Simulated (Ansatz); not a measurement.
Reaction (formal exchange of groups at a Ge–As bond): `O[AsH][GeH3]` + `OCCO` → `OC[CH2][GeH3]` + `O[AsH]O`

Gas-phase electronic energies from Ansatz, PBE0-D4/def2-TZVP geometries. CBS: MP2 limit from def2 TZ/QZ plus the TZ coupled-cluster correction, frozen cores. This one scheme is used for every species. Functionals use def2-TZVPP. B3LYP here is the variant with VWN-RPA as its local correlation; programs differ in this. For As, Ge outer-core shells are correlated without core-valence functions, which leaves a few kJ/mol of doubt a bond. Scalar relativity is left out up to krypton. Each species was taken in one conformer, which may not be the lowest.

`O[AsH][GeH3]`:

```xyz
8

O    -1.059   -0.513   -1.584
As   -0.660    0.988   -0.650
Ge    0.574   -0.166    1.099
H    -1.963   -0.429   -1.897
H     0.630    1.312   -1.406
H     1.412    0.869    1.872
H     1.495   -1.240    0.502
H    -0.428   -0.820    2.063
```

`OCCO`:

Cartesian coordinates in Å:
```
O -0.793 0.402 -1.452
C -0.422 -0.572 -0.511
C 0.715 -0.089 0.360
O 0.371 1.123 1.011
H -0.787 1.246 -0.986
H -1.278 -0.852 0.126
H -0.119 -1.467 -1.062
H 1.582 0.145 -0.261
H 1.006 -0.865 1.080
H -0.276 0.928 1.695
```

`OC[CH2][GeH3]`:

```xyz
12

O     1.140   -0.017   -2.068
C     0.384   -0.484   -0.966
C     0.204    0.658    0.002
Ge   -0.830    0.163    1.591
H     1.258   -0.741   -2.689
H     0.898   -1.320   -0.471
H    -0.597   -0.853   -1.299
H    -0.305    1.488   -0.495
H     1.181    1.024    0.327
H    -0.126   -0.973    2.357
H    -0.972    1.376    2.524
H    -2.235   -0.322    1.188
```

`O[AsH]O`:

```xyz
6

O     0.312   -0.651    1.239
As    0.608    0.414   -0.168
O    -0.879    0.141   -1.124
H     0.069   -0.116    1.999
H     1.350   -0.689   -0.911
H    -1.460    0.901   -1.035
```

Task: Is it downhill or uphill in electronic energy at CCSD(T)/CBS, and by how much? (Estimate.)

Result: Ansatz gave: Downhill: ΔE = -46.4 kJ/mol.

Task: What do these levels give: PBE-D4, PBE0-D4, B3LYP-D4, ωB97M-V, B2PLYP, PBE, r2SCAN, B3LYP, HF/def2-TZVPP, MP2/def2-TZVPP, SCS-MP2/def2-TZVPP, SCS-MP2/def2-QZVPP? (Estimate.)

Result: Computed: PBE-D4 -31.8, PBE0-D4 -30.2, B3LYP-D4 -34.0, ωB97M-V -39.6, B2PLYP -41.7, PBE -31.7, r2SCAN -37.0, B3LYP -34.1, HF/def2-TZVPP -33.4, MP2/def2-TZVPP -52.4, SCS-MP2/def2-TZVPP -50.8, SCS-MP2/def2-QZVPP -53.9 kJ/mol.

Largest T1 diagnostic among the species: 0.013.

In def2-TZVPP, CCSD(T) changes the Hartree–Fock value by −10.0 kJ/mol (the triples alone add −1.7 kJ/mol) and MP2 by −19.0 kJ/mol.
